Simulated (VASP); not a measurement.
# InSe in VASP: a series of runs

Runs on InSe. Level: PBE+D3(BJ). Tasks: relaxation of cell and atoms.

All numbers are computed with VASP 6.6.1; they aren't measurements. Logs are shortened: lines on timing, memory, paths and dates and some standing lists are left out, and cuts for length are marked.

## Step 1: The slab as given

The cell holds a slab with vacuum, 16 atoms: a = 4.000 Å, b = 4.000 Å, c = 48.678 Å, α = 90.00°, β = 90.00°, γ = 120.00°.

## Step 2: Relaxation of cell and atoms, PBE+D3(BJ)

File INCAR:

```
ALGO     = Normal         # electronic algorithm
EDIFF    = 1E-6           # SCF threshold, eV
EDIFFG   = -0.01          # ionic threshold
ENCUT    = 600            # plane-wave cutoff, eV
GGA      = PE             # functional
IBRION   = 2              # ionic algorithm
ISIF     = 3              # what is computed and relaxed
ISMEAR   = 0              # smearing method
IVDW     = 12             # dispersion correction
KPAR     = 8            
LASPH    = T              # aspherical terms in the spheres
LATTICE_CONSTRAINTS= .TRUE. .TRUE. .FALSE.
LCHARG   = F              # write CHGCAR
LREAL    = F              # projectors in reciprocal space
LWAVE    = F              # write WAVECAR
NELM     = 80             # most SCF steps
NSW      = 90             # ionic steps
PREC     = Accurate       # precision mode
SIGMA    = 0.03           # smearing width, eV
```

File KPOINTS:

```
k-points
0
Gamma
  9 9 1
```

File POSCAR:

```
InSe
1.0
    4.0000000000      0.0000000000      0.0000000000
   -2.0000000000      3.4641016200      0.0000000000
    0.0000000000      0.0000000000     48.6777120000
Se In
8 8
Direct
    0.0000000000      0.0000000000      0.1848895400
    0.0000000000      0.0000000000      0.2949545400
    0.6666666700      0.3333333300      0.3582748500
    0.6666666700      0.3333333300      0.4683398400
    0.3333333300      0.6666666700      0.5316601600
    0.3333333300      0.6666666700      0.6417251500
    0.0000000000      0.0000000000      0.7050454600
    0.0000000000      0.0000000000      0.8151104600
    0.6666666700      0.3333333300      0.2109146800
    0.6666666700      0.3333333300      0.2688600500
    0.3333333300      0.6666666700      0.3842999900
    0.3333333300      0.6666666700      0.4422453500
    0.0000000000      0.0000000000      0.5576852900
    0.0000000000      0.0000000000      0.6156306600
    0.6666666700      0.3333333300      0.7310706000
    0.6666666700      0.3333333300      0.7890159700
```

Potentials or basis: VASP PAW PBE potentials, release 64 (Se, In_d).

The run is started by

```console
$ cat potpaw_PBE.64/Se/POTCAR potpaw_PBE.64/In_d/POTCAR > POTCAR
$ mpirun -np 8 vasp_std > vasp.out
```

OUTCAR:

```text
EDIFF = 1E-6
   EDIFFG = -0.01
   ENCUT = 600
   GGA = PE
   IBRION = 2
   ISIF = 3
   ISMEAR = 0
   IVDW = 12
   LASPH = T
   LREAL = F
   NELM = 80
   NSW = 90
   PREC = Accurate
 IVDW          = 12

 ion  position               nearest neighbor table
   1  0.000  0.000  0.185-   9 2.63   9 2.63   9 2.63
   2  0.000  0.000  0.295-  10 2.64  10 2.64  10 2.64
   3  0.667  0.333  0.358-  11 2.63  11 2.63  11 2.63
   4  0.667  0.333  0.468-  12 2.64  12 2.64  12 2.64
   5  0.333  0.667  0.532-  13 2.63  13 2.63  13 2.63
   6  0.333  0.667  0.642-  14 2.64  14 2.64  14 2.64
   7  0.000  0.000  0.705-  15 2.63  15 2.63  15 2.63
   8  0.000  0.000  0.815-  16 2.64  16 2.64  16 2.64
   9  0.667  0.333  0.211-   1 2.63   1 2.63   1 2.63  10 2.82
  10  0.667  0.333  0.269-   2 2.64   2 2.64   2 2.64   9 2.82
  11  0.333  0.667  0.384-   3 2.63   3 2.63   3 2.63  12 2.82
  12  0.333  0.667  0.442-   4 2.64   4 2.64   4 2.64  11 2.82
  13  0.000  0.000  0.558-   5 2.63   5 2.63   5 2.63  14 2.82
  14  0.000  0.000  0.616-   6 2.64   6 2.64   6 2.64  13 2.82
  15  0.667  0.333  0.731-   7 2.63   7 2.63   7 2.63  16 2.82
  16  0.667  0.333  0.789-   8 2.64   8 2.64   8 2.64  15 2.82

  LATTYP: Found a hexagonal cell.
 ALAT       =     4.0000000000
 C/A-ratio  =    12.1694280000

  Lattice vectors:

 A1 = (   4.0000000000,   0.0000000000,   0.0000000000)
 A2 = (  -2.0000000000,   3.4641016200,   0.0000000000)
 A3 = (   0.0000000000,   0.0000000000,  48.6777120000)

Analysis of symmetry for initial positions (statically):
=====================================================================
 Subroutine PRICEL returns:
 Original cell was already a primitive cell.

 Routine SETGRP: Setting up the symmetry group for a
 hexagonal supercell.

 Subroutine GETGRP returns: Found  6 space group operations
 (whereof  6 operations were pure point group operations)
 out of a pool of 24 trial point group operations.

The static configuration has the point symmetry C_3v.

Analysis of symmetry for dynamics (positions and initial velocities):
=====================================================================
 Subroutine PRICEL returns:
 Original cell was already a primitive cell.

 Routine SETGRP: Setting up the symmetry group for a
 hexagonal supercell.

 Subroutine GETGRP returns: Found  6 space group operations
 (whereof  6 operations were pure point group operations)
 out of a pool of 24 trial point group operations.

The dynamic configuration has the point symmetry C_3v.

 Subroutine INISYM returns: Found  6 space group operations
 (whereof  6 operations are pure point group operations),
 and found     1 'primitive' translations

----------------------------------------------------------------------------------------

                                     Primitive cell

  volume of cell :     674.4982

  direct lattice vectors                    reciprocal lattice vectors
     4.000000000  0.000000000  0.000000000     0.250000000  0.144337567  0.000000000
    -2.000000000  3.464101620  0.000000000     0.000000000  0.288675134  0.000000000
     0.000000000  0.000000000 48.677712000     0.000000000  0.000000000  0.020543283

  length of vectors
     4.000000000  4.000000004 48.677712000     0.288675134  0.288675134  0.020543283

  position of ions in fractional coordinates (direct lattice)
     0.000000000  0.000000000  0.184889540
     0.000000000  0.000000000  0.294954540
     0.666666670  0.333333330  0.358274850
     0.666666670  0.333333330  0.468339840
     0.333333330  0.666666670  0.531660160
     0.333333330  0.666666670  0.641725150
[... 8 lines left out ...]
     0.666666670  0.333333330  0.731070600
     0.666666670  0.333333330  0.789015970

  ion indices of the primitive-cell ions
   primitive index   ion index
                 1           1
                 2           2
                 3           3
                 4           4
                 5           5
                 6           6
[... 8 lines left out ...]
                15          15
                16          16

----------------------------------------------------------------------------------------

 KPOINTS: k-points

Automatic generation of k-mesh.
 Grid dimensions read from file:
 generate k-points for:    9    9    1

 Generating k-lattice:

  Cartesian coordinates                     Fractional coordinates (reciprocal lattice)
     0.027777778  0.016037507  0.000000000     0.111111111 -0.000000000  0.000000000
     0.000000000  0.032075015  0.000000000     0.000000000  0.111111111  0.000000000
     0.000000000  0.000000000  0.020543283     0.000000000  0.000000000  1.000000000

  Length of vectors
     0.032075015  0.032075015  0.020543283

  Shift w.r.t. Gamma in fractional coordinates (k-lattice)
     0.000000000  0.000000000  0.000000000

 Subroutine IBZKPT returns following result:
 ===========================================

 Found     12 irreducible k-points:

 Following reciprocal coordinates:
            Coordinates               Weight
  0.000000  0.000000  0.000000      1.000000
  0.111111 -0.000000  0.000000      6.000000
  0.222222 -0.000000  0.000000      6.000000
  0.333333 -0.000000  0.000000      6.000000
  0.444444 -0.000000  0.000000      6.000000
  0.111111  0.111111  0.000000      6.000000
  0.222222  0.111111  0.000000     12.000000
  0.333333  0.111111  0.000000     12.000000
  0.444444  0.111111  0.000000      6.000000
  0.222222  0.222222  0.000000      6.000000
  0.333333  0.222222  0.000000     12.000000
  0.333333  0.333333  0.000000      2.000000
   k-points           NKPTS =     12   k-points in BZ     NKDIM =     12   number of bands    NBANDS=     91
   number of dos      NEDOS =    301   number of ions     NIONS =     16
   total plane-waves  NPLWV = 401408
   dimension x,y,z NGX =    32 NGY =   32 NGZ =  392
   dimension x,y,z NGXF=    64 NGYF=   64 NGZF=  784
   ions per type =               8   8
   NGX,Y,Z   is equivalent  to a cutoff of  13.30, 13.30, 13.39 a.u.
   NGXF,Y,Z  is equivalent  to a cutoff of  26.60, 26.60, 26.78 a.u.
 SYSTEM =  unknown system
   PREC   = accura    normal or accurate (medium, high low for compatibility)
   ISTART =      0    job   : 0-new  1-cont  2-samecut
   ICHARG =      2    charge: 1-file 2-atom 10-const
   ISPIN  =      1    spin polarized calculation?
   LNONCOLLINEAR =      F non collinear calculations
   LSORBIT =      F    spin-orbit coupling
   LASPH  =      T    aspherical Exc in radial PAW
   ENCUT  =  600.0 eV  44.10 Ry    6.64 a.u.   7.99  7.99 97.22*2*pi/ulx,y,z
   NELM   =     80;   NELMIN=  2; NELMDL= -5     # of ELM steps
   EDIFF  = 0.1E-05   stopping-criterion for ELM
   LREAL  =      F    real-space projection
   EDIFFG = -.1E-01   stopping-criterion for IOM
   NSW    =     90    number of steps for IOM
   IBRION =      2    ionic relax: 0-MD 1-quasi-New 2-CG
   NFREE  =      1    steps in history (QN), initial steepest desc. (CG)
   ISIF   =      3    stress and relaxation
   ISYM   =      2    0-nonsym 1-usesym 2-fastsym
   POTIM  = 0.5000    time-step for ionic-motion
   TEBEG  =    0.0;   TEEND  =   0.0 temperature during run
   PSTRESS=    0.0 pullay stress
   NELECT =     152.0000    total number of electrons
   NUPDOWN=      -1.0000    fix difference up-down
   EMIN   =  10.00;   EMAX   =-10.00  energy-range for DOS
   EFERMI =   0.00;   METHOD = LEGACY
   ISMEAR =     0;   SIGMA  =   0.03  broadening in eV -4-tet -1-fermi 0-gaus
   EFERMI_NEDOS =   21; number of points for ismear=-14 and -15
   IALGO  =     38    algorithm
   IMIX   =      4    mixing-type and parameters
     AMIX     =   0.40;   BMIX     =  1.00
     AMIX_MAG =   1.60;   BMIX_MAG =  1.00
  volume/ion in A,a.u.               =      42.16       284.48
  Fermi-wavevector in a.u.,A,eV,Ry     =   0.996236  1.882614 13.503607  0.992487
  Thomas-Fermi vector in A             =   2.128311
   LORBIT       =      0    0 simple, 1 ext, 2 COOP (PROOUT), +10 PAW based schemes
   GGA     = PE    functional components
   LHFCALC =     F    Hartree Fock is set to
   AEXX    =    0.0000 exact exchange contribution
   IVDW    =    12    specifies the selected vdW correction
   LEPSILON=     F    determine dielectric tensor
   LRPA    =     F    only Hartree local field effects (RPA)
 conjugate gradient relaxation of ions
 non-spin polarized calculation
 Gauss-broadening in eV      SIGMA  =   0.03
  energy-cutoff  :      600.00
  volume of cell :      674.50
 maximum number of plane-waves:     22586
 NGX is ok and might be reduce to    32
   NGX = 15   NGY = 15   NGZ =195

--------------------------------------- Ionic step        1  -------------------------------------------

 number of electron     152.0000003 magnetization

 Free energy of the ion-electron system (eV)
  ---------------------------------------------------
  ext. energy  EPLUGINS =         0.00000000
  ---------------------------------------------------
  free energy    TOTEN  =       -56.58908177 eV

  energy without entropy =      -56.58908177  energy(sigma->0) =      -56.58908177

------------------------ aborting loop because EDIFF is reached ----------------------------------------

 Edisp (eV)   -4.48850

 E8    (eV) :    -2.0810

  FORCE on cell =-STRESS in cart. coord.  units (eV):
  Direction    XX          YY          ZZ          XY          YZ          ZX
  --------------------------------------------------------------------------------------
  -------------------------------------------------------------------------------------
  Total       4.31505     4.31505     0.71210     0.00000     0.00000     0.00000
  in kB      10.24981    10.24981     1.69149     0.00000     0.00000     0.00000
  external pressure =        7.40 kB  Pullay stress =        0.00 kB
[... 139 lines left out ...]
  FREE ENERGIE OF THE ION-ELECTRON SYSTEM (eV)
  ---------------------------------------------------
  free  energy   TOTEN  =       -61.1418162220 eV

  energy  without entropy=      -61.1418162220  energy(sigma->0) =      -61.14181622

[... ionic steps 4 to 52 ...]

--------------------------------------- Ionic step       53  -------------------------------------------

 number of electron     152.0000000 magnetization

------------------------ aborting loop because EDIFF is reached ----------------------------------------

 Edisp (eV)   -4.46719

 E8    (eV) :    -2.0720
[... 97 lines left out ...]
  energy  without entropy=      -61.1495396594  energy(sigma->0) =      -61.14953966

--------------------------------------- Ionic step       55  -------------------------------------------

 number of electron     152.0000000 magnetization

 Free energy of the ion-electron system (eV)
  ---------------------------------------------------
  ext. energy  EPLUGINS =         0.00000000
  ---------------------------------------------------
  free energy    TOTEN  =       -56.68400125 eV

  energy without entropy =      -56.68400125  energy(sigma->0) =      -56.68400125

 E-fermi :   1.0986     XC(G=0):  -6.3116

 val. band max:        0.9446459100   @ k =   0.1111  -0.0000   0.0000
 cond. band min:       1.6230569913   @ k =   0.0000   0.0000   0.0000
 fundamental gap:      0.6784110813
 Fermi energy:         1.0985974730

 k-point     1 :       0.0000    0.0000    0.0000
  band No.  band energies     occupation
      1     -13.6694      2.00000
      2     -13.6676      2.00000
      3     -13.6494      2.00000
      4     -13.6421      2.00000
      5     -13.4837      2.00000
      6     -13.4837      2.00000
[... 1081 lines left out ...]
     87       4.4033      0.00000
     88       4.4465      0.00000
 [bands above 88 left out]

------------------------ aborting loop because EDIFF is reached ----------------------------------------

 Edisp (eV)   -4.46556

 E8    (eV) :    -2.0712

  FORCE on cell =-STRESS in cart. coord.  units (eV):
  Direction    XX          YY          ZZ          XY          YZ          ZX
  --------------------------------------------------------------------------------------
  -------------------------------------------------------------------------------------
  Total       0.05383     0.05383    -0.14446    -0.00000    -0.00000     0.00000
  in kB       0.12578     0.12578    -0.33753    -0.00000    -0.00000     0.00000
  external pressure =       -0.03 kB  Pullay stress =        0.00 kB
[... 31 lines left out ...]
  FREE ENERGIE OF THE ION-ELECTRON SYSTEM (eV)
  ---------------------------------------------------
  free  energy   TOTEN  =       -61.1495628235 eV

  energy  without entropy=      -61.1495628235  energy(sigma->0) =      -61.14956282

 reached required accuracy - stopping structural energy minimisation
```

Run time: 1.7 h. Hardware: 8 MPI ranks of Intel Xeon 6975P-C (Granite Rapids), shared host; peak memory 1.3 GiB.

Results:

| Property | Result |
| --- | --- |
| Free energy | -61.1496 eV |
| Relaxed volume | 42.86 Å³/atom |
| Relaxed cell | a = 4.033 Å, b = 4.033 Å, c = 48.678 Å, α = 90.00°, β = 90.00°, γ = 120.00° |
| Space group after relaxing (to 0.05 Å) | P3m1 (No. 156) |
| Energy gained by relaxing | 4.5 meV/atom |
| Ionic steps | 55 |
| Largest force after relaxing | 0.008 eV/Å |
| Band gap on the k mesh | 0.68 eV, indirect (least direct gap 0.71 eV) |
| Dispersion energy per atom | -0.279 eV |

Forces on the atoms (eV/Å):
```
Se   0.000  0.000  0.006
Se   0.000  0.000 -0.005
Se   0.000  0.000 -0.008
Se   0.000  0.000  0.008
Se   0.000  0.000 -0.007
Se   0.000  0.000  0.008
Se   0.000  0.000  0.004
Se   0.000  0.000 -0.004
In   0.000  0.000  0.000
In   0.000  0.000  0.001
In   0.000  0.000  0.004
In   0.000  0.000 -0.001
In   0.000  0.000  0.003
In   0.000  0.000 -0.006
In   0.000  0.000  0.000
In   0.000  0.000 -0.004
```

Step by step:
| step | energy change (eV) | largest force (eV/Å) | pressure (GPa) | volume (Å³) |
| --- | --- | --- | --- | --- |
| 1 | 0.0000 | 0.4292 | 0.74 | 674.50 |
| 3 | -0.0642 | 0.0345 | -0.06 | 685.84 |
| 5 | -0.0646 | 0.0235 | -0.08 | 685.55 |
| 7 | -0.0652 | 0.0254 | -0.03 | 683.39 |
| 9 | -0.0654 | 0.0200 | -0.06 | 683.82 |
| 11 | -0.0655 | 0.0125 | -0.09 | 684.14 |
| 13 | -0.0656 | 0.0242 | -0.09 | 684.13 |
| 15 | -0.0659 | 0.0303 | -0.05 | 683.42 |
| 17 | -0.0661 | 0.0288 | -0.05 | 683.46 |
| 19 | -0.0666 | 0.0348 | -0.05 | 683.65 |
| 21 | -0.0668 | 0.0638 | -0.09 | 683.79 |
| 23 | -0.0671 | 0.0631 | -0.07 | 683.76 |
| 25 | -0.0682 | 0.0623 | -0.05 | 683.61 |
| 27 | -0.0697 | 0.0352 | -0.02 | 684.04 |
| 29 | -0.0702 | 0.0229 | -0.04 | 685.07 |
| 31 | -0.0704 | 0.0282 | -0.04 | 685.64 |
| 33 | -0.0705 | 0.0430 | -0.01 | 685.46 |
| 35 | -0.0706 | 0.0263 | -0.01 | 685.61 |
| 37 | -0.0707 | 0.0134 | -0.01 | 685.91 |
| 39 | -0.0709 | 0.0115 | -0.01 | 685.96 |
| 41 | -0.0712 | 0.0445 | 0.00 | 686.19 |
| 43 | -0.0713 | 0.0410 | -0.03 | 686.28 |
| 45 | -0.0715 | 0.0265 | -0.03 | 686.68 |
| 47 | -0.0716 | 0.0249 | -0.08 | 686.92 |
| 49 | -0.0717 | 0.0205 | -0.06 | 686.69 |
| 51 | -0.0719 | 0.0316 | -0.03 | 686.25 |
| 53 | -0.0719 | 0.0143 | 0.00 | 685.49 |
| 55 | -0.0720 | 0.0085 | 0.00 | 685.73 |

Final structure:
```
Se In
1.0
     4.03315    0.00000    0.00000
    -2.01658    3.49281    0.00000
     0.00000    0.00000   48.67771
Se In
8 8
Cartesian
  0.0000 0.0000 9.1486
  0.0000 0.0000 14.5296
  2.0166 1.1643 17.4880
  2.0166 1.1643 22.8557
  0.0000 2.3285 25.8193
  0.0000 2.3285 31.1880
  0.0000 0.0000 34.1493
  0.0000 0.0000 39.5282
  2.0166 1.1643 10.4427
  2.0166 1.1643 13.2386
  0.0000 2.3285 18.7740
  0.0000 2.3285 21.5673
  0.0000 0.0000 27.1061
  0.0000 0.0000 29.9000
  2.0166 1.1643 35.4385
  2.0166 1.1643 38.2344
```

Levels at points of the mesh, in eV from the valence-band top:
| k point | band 72 | band 73 | band 74 | band 75 | band 76 | band 77 | band 78 | band 79 | band 80 | band 81 |
| --- | --- | --- | --- | --- | --- | --- | --- | --- | --- | --- |
| (0.00, 0.00, 0.00) | -0.93 | -0.93 | -0.90 | -0.47 | -0.03 | 0.68 | 1.07 | 1.47 | 1.78 | 2.24 |

Caveat: spin-orbit coupling is left out, which moves the levels of the heavy elements.

(Part 1 of 2 ends here.)
